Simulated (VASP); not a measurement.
# WS2 (R3m) in VASP: single point with PBE+D3(BJ)

Aim: the single point of WS2 with PBE+D3(BJ).

Program: VASP 6.6.1. These are calculated values, not measurements. Logs are shortened: lines on timing, memory, paths and dates and some standing lists are left out, and cuts for length are marked.

### Step 1. The crystal as given

The structure is trigonal, space group R3m (No. 160). The conventional cell has a = 3.158 Å, b = 3.158 Å, c = 18.490 Å, α = 90.00°, β = 90.00°, γ = 120.00°. W (site symmetry 3m) is surrounded by 6 S at 2.39 to 2.42 Å. Around S (site symmetry 3m) lie 3 W at 2.39 Å. S (site symmetry 3m) is surrounded by 3 W at 2.42 Å.

Measurements of this composition are mostly on another form, of space group No. 194.

### Step 2. Single point, PBE+D3(BJ)

Input file INCAR:

```
PREC = Accurate
ENCUT = 520
EDIFF = 1E-6
ISMEAR = 0
SIGMA = 0.05
LREAL = F
LASPH = T
NELM = 100
ALGO = Fast
ISIF = 2
LWAVE = F
LCHARG = F
GGA = PE
IVDW = 12
NBANDS = 20
```

Input file KPOINTS:

```
Automatic mesh
0
Gamma
  12 12 12
```

Input file POSCAR:

```
WS2
1.0
    1.5790003843      0.9116362969      6.1633300000
   -1.5790003843      0.9116362969      6.1633300000
    0.0000000000     -1.8232725938      6.1633300000
W S
1 2
Direct
    0.0000000000      0.0000000000      0.0000000000
    0.7503000000      0.7503000000      0.7503000000
    0.5810000000      0.5810000000      0.5810000000
```

Potentials or basis: VASP PAW PBE potentials, release 64 (W_sv, S).

Command:

```console
> cat potpaw_PBE.64/W_sv/POTCAR potpaw_PBE.64/S/POTCAR > POTCAR
> mpirun -np 1 vasp_std > vasp.out
```

OUTCAR:

```text
PREC = Accurate
   ENCUT = 520
   EDIFF = 1E-6
   ISMEAR = 0
   LREAL = F
   LASPH = T
   NELM = 100
   ISIF = 2
   GGA = PE
   IVDW = 12
 IVDW          = 12

 ion  position               nearest neighbor table
   1  0.000  0.000  0.000-   2 2.39   2 2.39   2 2.39   3 2.42   3 2.42   3 2.42
   2  0.750  0.750  0.750-   1 2.39   1 2.39   1 2.39
   3  0.581  0.581  0.581-   1 2.42   1 2.42   1 2.42

  LATTYP: Found a trigonal (rhomboedric) cell.
 ALAT       =     6.4273602389
 COS(alpha) =     0.8792939096

  Lattice vectors:

 A1 = (   1.5790003843,   0.9116362969,   6.1633300000)
 A2 = (  -1.5790003843,   0.9116362969,   6.1633300000)
 A3 = (   0.0000000000,  -1.8232725938,   6.1633300000)

Analysis of symmetry for initial positions (statically):
=====================================================================
 Subroutine PRICEL returns:
 Original cell was already a primitive cell.

 Routine SETGRP: Setting up the symmetry group for a
 trigonal (rhombohedral) supercell.

 Subroutine GETGRP returns: Found  6 space group operations
 (whereof  6 operations were pure point group operations)
 out of a pool of 12 trial point group operations.

The static configuration has the point symmetry C_3v.

Analysis of symmetry for dynamics (positions and initial velocities):
=====================================================================
 Subroutine PRICEL returns:
 Original cell was already a primitive cell.

 Routine SETGRP: Setting up the symmetry group for a
 trigonal (rhombohedral) supercell.

 Subroutine GETGRP returns: Found  6 space group operations
 (whereof  6 operations were pure point group operations)
 out of a pool of 12 trial point group operations.

The dynamic configuration has the point symmetry C_3v.

 Subroutine INISYM returns: Found  6 space group operations
 (whereof  6 operations are pure point group operations),
 and found     1 'primitive' translations

----------------------------------------------------------------------------------------

                                     Primitive cell

  volume of cell :      53.2317

  direct lattice vectors                    reciprocal lattice vectors
     1.579000384  0.911636297  6.163330000     0.316656034  0.182821447  0.054083318
    -1.579000384  0.911636297  6.163330000    -0.316656034  0.182821447  0.054083318
     0.000000000 -1.823272594  6.163330000     0.000000000 -0.365642893  0.054083318

  length of vectors
     6.427360239  6.427360239  6.427360239     0.369621064  0.369621064  0.369621064

  position of ions in fractional coordinates (direct lattice)
     0.000000000  0.000000000  0.000000000
     0.750300000  0.750300000  0.750300000
     0.581000000  0.581000000  0.581000000

  ion indices of the primitive-cell ions
   primitive index   ion index
                 1           1
                 2           2
                 3           3

----------------------------------------------------------------------------------------

 KPOINTS: Automatic mesh

Automatic generation of k-mesh.
 Grid dimensions read from file:
 generate k-points for:   12   12   12

 Generating k-lattice:

  Cartesian coordinates                     Fractional coordinates (reciprocal lattice)
     0.026388003  0.015235121  0.004506943     0.083333333  0.000000000  0.000000000
    -0.026388003  0.015235121  0.004506943     0.000000000  0.083333333  0.000000000
     0.000000000 -0.030470241  0.004506943     0.000000000  0.000000000  0.083333333

  Length of vectors
     0.030801755  0.030801755  0.030801755

  Shift w.r.t. Gamma in fractional coordinates (k-lattice)
     0.000000000  0.000000000  0.000000000

 Subroutine IBZKPT returns following result:
 ===========================================

 Found    189 irreducible k-points:

 Following reciprocal coordinates:
            Coordinates               Weight
  0.000000  0.000000  0.000000      1.000000
  0.083333  0.000000  0.000000      6.000000
  0.166667  0.000000  0.000000      6.000000
  0.250000  0.000000  0.000000      6.000000
  0.333333  0.000000  0.000000      6.000000
  0.416667  0.000000  0.000000      6.000000
[... 16 lines left out ...]
  0.500000  0.166667  0.000000     12.000000
 -0.416667  0.166667  0.000000     12.000000
 [... further k-points ...]
   k-points           NKPTS =    189   k-points in BZ     NKDIM =    189   number of bands    NBANDS=     20
   number of dos      NEDOS =    301   number of ions     NIONS =      3
   total plane-waves  NPLWV = 110592
   dimension x,y,z NGX =    48 NGY =   48 NGZ =   48
   dimension x,y,z NGXF=    96 NGYF=   96 NGZF=   96
   ions per type =               1   2
   NGX,Y,Z   is equivalent  to a cutoff of  12.42, 12.42, 12.42 a.u.
   NGXF,Y,Z  is equivalent  to a cutoff of  24.83, 24.83, 24.83 a.u.
 SYSTEM =  unknown system
   PREC   = accura    normal or accurate (medium, high low for compatibility)
   ISTART =      0    job   : 0-new  1-cont  2-samecut
   ICHARG =      2    charge: 1-file 2-atom 10-const
   ISPIN  =      1    spin polarized calculation?
   LNONCOLLINEAR =      F non collinear calculations
   LSORBIT =      F    spin-orbit coupling
   LASPH  =      T    aspherical Exc in radial PAW
   ENCUT  =  520.0 eV  38.22 Ry    6.18 a.u.  11.95 11.95 11.95*2*pi/ulx,y,z
   NELM   =    100;   NELMIN=  2; NELMDL= -5     # of ELM steps
   EDIFF  = 0.1E-05   stopping-criterion for ELM
   LREAL  =      F    real-space projection
   EDIFFG = 0.1E-04   stopping-criterion for IOM
   NSW    =      0    number of steps for IOM
   IBRION =     -1    ionic relax: 0-MD 1-quasi-New 2-CG
   NFREE  =      0    steps in history (QN), initial steepest desc. (CG)
   ISIF   =      2    stress and relaxation
   ISYM   =      2    0-nonsym 1-usesym 2-fastsym
   POTIM  = 0.5000    time-step for ionic-motion
   TEBEG  =    0.0;   TEEND  =   0.0 temperature during run
   PSTRESS=    0.0 pullay stress
   NELECT =      26.0000    total number of electrons
   NUPDOWN=      -1.0000    fix difference up-down
   EMIN   =  10.00;   EMAX   =-10.00  energy-range for DOS
   EFERMI =   0.00;   METHOD = LEGACY
   ISMEAR =     0;   SIGMA  =   0.05  broadening in eV -4-tet -1-fermi 0-gaus
   EFERMI_NEDOS =   21; number of points for ismear=-14 and -15
   IALGO  =     68    algorithm
   IMIX   =      4    mixing-type and parameters
     AMIX     =   0.40;   BMIX     =  1.00
     AMIX_MAG =   1.60;   BMIX_MAG =  1.00
  volume/ion in A,a.u.               =      17.74       119.74
  Fermi-wavevector in a.u.,A,eV,Ry     =   1.289266  2.436359 22.615688  1.662206
  Thomas-Fermi vector in A             =   2.421169
   LORBIT       =      0    0 simple, 1 ext, 2 COOP (PROOUT), +10 PAW based schemes
   GGA     = PE    functional components
   LHFCALC =     F    Hartree Fock is set to
   AEXX    =    0.0000 exact exchange contribution
   IVDW    =    12    specifies the selected vdW correction
   LEPSILON=     F    determine dielectric tensor
   LRPA    =     F    only Hartree local field effects (RPA)
 non-spin polarized calculation
 RMM-DIIS sequential band-by-band and
 Gauss-broadening in eV      SIGMA  =   0.05
  energy-cutoff  :      520.00
  volume of cell :       53.23
 maximum number of plane-waves:      1450
   NGX = 23   NGY = 23   NGZ = 23

 number of electron      26.0000001 magnetization

 Free energy of the ion-electron system (eV)
  ---------------------------------------------------
  ext. energy  EPLUGINS =         0.00000000
  ---------------------------------------------------
  free energy    TOTEN  =       -23.60681347 eV

  energy without entropy =      -23.60681347  energy(sigma->0) =      -23.60681347

 E-fermi :   7.9477     XC(G=0): -10.9432

 val. band max:        7.4979062688   @ k =   0.5000   0.5000   0.5000
 cond. band min:       8.5300916637   @ k =  -0.1667   0.1667   0.0000
 fundamental gap:      1.0321853949
 Fermi energy:         7.9476706068

 k-point     1 :       0.0000    0.0000    0.0000
  band No.  band energies     occupation
      1     -67.1412      2.00000
      2     -31.4017      2.00000
      3     -31.2269      2.00000
      4     -31.2269      2.00000
      5      -8.1642      2.00000
      6      -6.1755      2.00000
[... 12 lines left out ...]
     19      15.3431      0.00000
     20      16.0139      0.00000

 k-point     2 :       0.0833    0.0000    0.0000
  band No.  band energies     occupation
      1     -67.1399      2.00000
      2     -31.3972      2.00000
      3     -31.2517      2.00000
      4     -31.2326      2.00000
      5      -8.0446      2.00000
      6      -6.1412      2.00000
[... 12 lines left out ...]
     19      15.7981      0.00000
     20      16.0759      0.00000

 k-point     3 :       0.1667    0.0000    0.0000
  band No.  band energies     occupation
      1     -67.1365      2.00000
      2     -31.3850      2.00000
      3     -31.3191      2.00000
      4     -31.2483      2.00000
      5      -7.7031      2.00000
      6      -6.0430      2.00000
[... 12 lines left out ...]
     19      15.9310      0.00000
     20      16.5818      0.00000

 k-point     4 :       0.2500    0.0000    0.0000
  band No.  band energies     occupation
      1     -67.1318      2.00000
      2     -31.4100      2.00000
      3     -31.3681      2.00000
      4     -31.2697      2.00000
      5      -7.1924      2.00000
      6      -5.8970      2.00000
[... 429 lines left out ...]
 k-point    23 :       0.5000    0.1667    0.0000
  band No.  band energies     occupation
      1     -67.1224      2.00000
      2     -31.5426      2.00000
      3     -31.3589      2.00000
      4     -31.3343      2.00000
      5      -5.9115      2.00000
      6      -5.5510      2.00000
[... 12 lines left out ...]
     19      15.4544      0.00000
     20      15.8968      0.00000

 k-point    24 :      -0.4167    0.1667    0.0000
  band No.  band energies     occupation
      1     -67.1213      2.00000
      2     -31.5582      2.00000
      3     -31.3687      2.00000
      4     -31.3304      2.00000
      5      -5.7431      2.00000
      6      -5.4854      2.00000
[... 12 lines left out ...]
     19      15.7279      0.00000
     20      15.8541      0.00000

 [... further k-points ...]

------------------------ aborting loop because EDIFF is reached ----------------------------------------

 Edisp (eV)   -1.28071

 E8    (eV) :    -0.5381

  FORCE on cell =-STRESS in cart. coord.  units (eV):
  Direction    XX          YY          ZZ          XY          YZ          ZX
  --------------------------------------------------------------------------------------
  -------------------------------------------------------------------------------------
  Total       0.12843     0.12843     0.25669     0.00000     0.00000    -0.00000
  in kB       3.86557     3.86557     7.72600     0.00000     0.00000    -0.00000
  external pressure =        5.15 kB  Pullay stress =        0.00 kB

 VOLUME and BASIS-vectors are now :
 -----------------------------------------------------------------------------
  energy-cutoff  :      520.00
  volume of cell :       53.23
      direct lattice vectors                 reciprocal lattice vectors
     1.579000384  0.911636297  6.163330000     0.316656034  0.182821447  0.054083318
    -1.579000384  0.911636297  6.163330000    -0.316656034  0.182821447  0.054083318
     0.000000000 -1.823272594  6.163330000     0.000000000 -0.365642893  0.054083318

 POSITION                                       TOTAL-FORCE (eV/Angst)
 -----------------------------------------------------------------------------------
      0.00000      0.00000      0.00000         0.000000     -0.000000     -0.609432
      0.00000      0.00000     13.87304         0.000000      0.000000      0.520018
      0.00000      0.00000     10.74268         0.000000     -0.000000      0.089414
 -----------------------------------------------------------------------------------
    total drift:                                0.000000      0.000000      0.000103

  FREE ENERGIE OF THE ION-ELECTRON SYSTEM (eV)
  ---------------------------------------------------
  free  energy   TOTEN  =       -24.8875223580 eV

  energy  without entropy=      -24.8875223580  energy(sigma->0) =      -24.88752236
```

It took 8.3 min on 1 thread of AMD EPYC 7R43 (Zen 3), shared host; peak memory 0.42 GiB.

What came out:

* Free energy: -24.8875 eV
* Pressure: 0.5 GPa
* Largest force: 0.609 eV/Å
* Band gap on the k mesh: 1.03 eV, indirect (least direct gap 1.90 eV)
* Dispersion energy per atom: -0.427 eV

Forces in eV/Å, atoms in the order of the input:
```
W    0.000  0.000 -0.609
S    0.000  0.000  0.520
S    0.000  0.000  0.089
```

Caveat: spin-orbit coupling is left out, which moves the levels of the heavy elements. A k mesh can miss the band edges.
